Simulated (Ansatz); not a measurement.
LiH built on the zincblende prototype, relaxed with r2SCAN in the PAW code Ansatz. Space group F-43m (No. 216), cubic; conventional cell a = 4.290 Å, 9.87 Å³ an atom. Around Li lie 4 H at 1.86 Å; around H lie 4 Li at 1.86 Å.

The axes x, y and z are those of this cell:
```
CELL_PARAMETERS angstrom
0.00000 2.14512 2.14512
2.14512 0.00000 2.14512
2.14512 2.14512 0.00000
ATOMIC_POSITIONS crystal
Li 0.00000 0.00000 0.00000
H 0.25000 0.25000 0.25000
```

Unstrained: With PBE the valence top lies at W and the conduction bottom at L, 4.196 eV higher; the smallest vertical gap, at k = (-0.150, -0.075, 0.425), is 5.260 eV. The r2SCAN gap is indirect, 4.719 eV (W to L), below the direct gap of 5.797 eV at L. The HSE06 gap is indirect, 5.245 eV (W to L), below the direct gap of 6.410 eV at k = (-0.150, -0.075, 0.425). Meshes: PBE 10×10×10, r2SCAN 10×10×10, HSE06 8×8×8. Strains are changes of length per length. After each strain the atoms were relaxed again with r2SCAN within the symmetry that the strain leaves, so tilts or polar shifts that break it weren't tested; points keep the names that they have in the unstrained zone. (Calculated; spin-unpolarised; the phase may be known or hypothetical.)

Q: Apply uniaxial -4.88 % along [111], other directions held. How far does the gap move, against the unstrained cell?

A: PBE: the gap goes from 4.196 to 4.215 eV (+0.019 eV). r2SCAN: the gap goes from 4.719 to 4.743 eV (+0.024 eV). HSE06: the gap goes from 5.245 to 5.275 eV (+0.030 eV). The r2SCAN energy rises by 5.1 meV an atom.

Q: Estimate what uniaxial +1.22 % along x, other directions held does to the gap.

A: HSE06: the gap goes from 5.245 to 5.201 eV (-0.044 eV).

Q: Estimate what biaxial -2.28 % in x and y, z held does to the gap.

A: HSE06: the gap goes from 5.245 to 5.275 eV (+0.030 eV).

Coordinates of k points refer to the reciprocal vectors of the primitive cell of the runs.

The meshes of the hybrids are coarse, so their gaps aren't converged to the digits shown.
